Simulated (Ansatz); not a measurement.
## Time and memory for Ag

```yaml
crystal:
  lattice:
    - [2.93, 0.0, 0.0]
    - [-1.465, 2.5374544331, 0.0]
    - [0.0, 0.0, 4.9337]
  atoms:
    - { symbol: Ag, position: [0.3333333333, 0.6666666667, 0.25] }
    - { symbol: Ag, position: [0.6666666667, 0.3333333333, 0.75] }
kpoints:
  mp_grid: { grid: [18, 18, 10] }
scf:
  occupations: { method: fermi_dirac, width: 0.05 }
hamiltonian:
  xc: pbe
  pseudopotentials: { kind: paw }
output:
  forces: true
  stress: true
  populations: true
  efg: { contact_densities: true }
  write_density: true
  write_potential: true
  elf: true
  volumetric_format: npy
relax:
  f_tol: 0.02
  max_steps: 60
```

```sh
ansatz run input.yaml --threads 1 --pin off --max-ram 3072MiB --backend cpu --events-out ev --progress --plain --runs-dir out
```

It runs on 1 thread of Intel Xeon 6975P-C (Granite Rapids) (x86_64; 16 cores open to the job, memory cap 3.0 GiB, no GPU), a shared host with a load of 2.1 a core.

(1) How much time and memory should be set aside?

## Answers

(1) About 9.9 s of wall time (7 s of CPU time) and 0.48 GiB. The run holds 38 valence electrons in 23 bands, about 713 plane waves a k-point and 222 irreducible k-points, and took 6 SCF iterations, over 1 ionic steps. Times on a shared host vary by tens of per cent.
